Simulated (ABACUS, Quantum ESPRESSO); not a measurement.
This is a calculation of Sc for Quantum ESPRESSO 7.5. 

Contents of pw.in:

```
&CONTROL
  calculation = 'scf'
  prefix = 'pwscf'
  outdir = './tmp'
  pseudo_dir = './pseudo'
  tprnfor = .true.
  tstress = .true.
  disk_io = 'nowf'
/
&SYSTEM
  ibrav = 0
  nat = 2
  ntyp = 1
  ecutwfc = 70
  nbnd = 18
  occupations = 'smearing'
  smearing = 'fd'
  degauss = 0.00367493
/
&ELECTRONS
  conv_thr = 4d-10
  electron_maxstep = 120
  mixing_beta = 0.5
/
ATOMIC_SPECIES
Sc    44.9559 Sc_ONCV_PBE-1.2.upf
CELL_PARAMETERS angstrom
   3.3090000000    0.0000000000    0.0000000000
  -1.6545000000    2.8656780611    0.0000000000
   0.0000000000    0.0000000000    5.2733000000
ATOMIC_POSITIONS crystal
Sc     0.6666666667    0.3333333333    0.7500000000
Sc     0.3333333333    0.6666666667    0.2500000000
K_POINTS automatic
6 6 4 0 0 0
```

Potentials or basis: SG15 PBE 1.2.

The run is started by

```bash
$ OMP_NUM_THREADS=1 mpirun -n 2 pw.x -nk 2 -in pw.in > pw.out
```

Task: Translate it to ABACUS 3.10.1. Potentials or basis there: SPMS ONCV 1.0 PBE, plane waves, cutoff 1075 eV.

Result: As run (cutoffs and basis follow the program's own potentials, and thresholds, step limits or extra output files can differ):

INPUT

```
INPUT_PARAMETERS
suffix              Sc
calculation         scf
basis_type          pw
pseudo_dir          ./
symmetry            1
dft_functional      pbe
ecutwfc             79
pseudo_rcut         7
nspin               1
nbands              15
ks_solver           dav
smearing_method     fd
smearing_sigma      0.00367493
scf_thr             1e-08
scf_nmax            100
mixing_type         broyden
mixing_beta         0.7
cal_force           1
cal_stress          1
out_chg             1
out_pot             2
out_elf             1
```

Contents of STRU:

```
ATOMIC_SPECIES
Sc 44.9559 21_Sc_11_2.4_2.5_pbe_n_v1.0.upf

LATTICE_CONSTANT
1.8897261246

LATTICE_VECTORS
3.3090000000 0.0000000000 0.0000000000
-1.6545000000 2.8656780611 0.0000000000
0.0000000000 0.0000000000 5.2733000000

ATOMIC_POSITIONS
Cartesian

Sc
0.0
2
1.6545000002 0.9552260203 3.9549750000 1 1 1
-0.0000000002 1.9104520408 1.3183250000 1 1 1
```

File KPT:

```
K_POINTS
0
Gamma
6 6 4 0 0 0
```

Potentials or basis: SPMS ONCV 1.0 PBE, plane waves.

The run is started by

```console
$ OMP_NUM_THREADS=1 mpirun -np 4 abacus > log
```

Both were run:

|  | Quantum ESPRESSO | ABACUS |
| --- | --- | --- |
| Pressure | -0.8 GPa | -0.8 GPa |

Pressure is positive in compression.

The k mesh is coarse, so the values aren't converged.
